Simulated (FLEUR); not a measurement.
SnSe2 under changes of volume

One of the cells (25.726 Å³/atom); the others are scaled copies at fixed shape and fractional positions:

```xyz
3
Lattice="3.8110 0.0000 0.0000 -1.9055 3.3004 0.0000 0.0000 0.0000 6.1360" Properties=species:S:1:pos:R:3 pbc="T T T"
Sn    0.0000    0.0000    0.0000
Se    1.9055    1.1001    4.6081
Se    0.0000    2.2003    1.5279
```

* Program: FLEUR MaX-R8.1 (later development tree)
* Functional: PBEsol
* Potentials or basis: all-electron
* Basis: FLAPW
* Kmax: 4.43 1/bohr
* k mesh: 8 × 8 × 5
* Occupations: fermi-dirac, width 0.05 eV
* Spin: no spin polarisation

```csv
volume (Å³/atom),energy over the lowest point (meV/atom),gap on the mesh (eV)
24.182,56.02,0.81
24.697,33.72,0.79
25.726,?,?
26.755,0.00,0.69
27.270,2.64,0.66
```

Q: What does the run at 25.726 Å³/atom give?

A: Energy over the lowest point 7.00 meV/atom; gap on the mesh 0.74 eV.

Worked out: A Birch-Murnaghan fit of order 2 (a polynomial in V^(-2/3)) to the other rows has its minimum at 26.65 Å³/atom with B0 = V·E''(V) = 67 GPa at fixed shape and positions, which overstates the stiffness. It gives 6.96 meV/atom at 25.726 Å³/atom, against the run's 7.00. A straight line through the other rows of the gap, of slope -1.25 eV per unit of ln V, gives 0.74 eV, against the run's 0.74.

Energies are extrapolated to zero smearing.

Caveats: spin-orbit coupling is left out, which moves the levels of the heavy elements; an odd mesh through Γ misses points on the zone boundary, where band edges often lie; this functional lacks dispersion, which binds the layers, so the pressure and a relaxed spacing across them are unreliable.
